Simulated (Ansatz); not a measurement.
# KF: the cost of one run

Program: Ansatz 0.2.0. Level of theory: reference: DFT, HSE06, plane waves, PAW. These are calculated values, not measurements.

1 further run of the same task is left out (it didn't finish).

## (1) Starting point

It takes space group P6_3/mmc (No. 194, hexagonal). The conventional cell has a = 4.485 Å, b = 4.485 Å, c = 5.272 Å, α = 90.00°, β = 90.00°, γ = 120.00°. Around K (site symmetry -6m2) lie 5 F at 2.59 to 2.64 Å. Around F (site symmetry -6m2) lie 5 K at 2.59 to 2.64 Å.

Coordinates:

```cif
data_structure
_symmetry_space_group_name_H-M 'P 1'
_symmetry_Int_Tables_number 1
_cell_length_a 4.4847
_cell_length_b 4.4847
_cell_length_c 5.2717
_cell_angle_alpha 90.000
_cell_angle_beta 90.000
_cell_angle_gamma 120.000
_cell_volume 91.82
loop_
_atom_site_label
_atom_site_type_symbol
_atom_site_fract_x
_atom_site_fract_y
_atom_site_fract_z
_atom_site_occupancy
K1 K 0.33333 0.66667 0.25000 1
K2 K 0.66667 0.33333 0.75000 1
F1 F 0.66667 0.33333 0.25000 1
F2 F 0.33333 0.66667 0.75000 1
```

## (2) Reference

Contents of input.yaml:

```yaml
crystal:
  lattice:
    - [4.4847157351, 0.0, 0.0]
    - [-2.2423578675, 3.8838777553, 0.0]
    - [0.0, 0.0, 5.2716949983]
  atoms:
    - { symbol: K, position: [0.3333333333, 0.6666666667, 0.25] }
    - { symbol: K, position: [0.6666666667, 0.3333333333, 0.75] }
    - { symbol: F, position: [0.6666666667, 0.3333333333, 0.25] }
    - { symbol: F, position: [0.3333333333, 0.6666666667, 0.75] }
kpoints:
  mp_grid: { grid: [6, 6, 2] }
hamiltonian:
  xc: hse06
scf:
  occupations: { method: fixed }
  n_extra_bands: 5
output:
  forces: true
  stress: true
  eigenvalues: true
  write_density: true
  write_potential: true
  elf: true
  volumetric_format: npy
```

Command:

```bash
> ansatz run input.yaml --threads 4 --pin off --max-ram 3686MiB --backend cpu --events-out ev --progress --plain --runs-dir out
```

What time and memory should one allow on 4 threads of Arm Neoverse N1, shared host?

About 21 s, with a peak of 1.2 GiB.
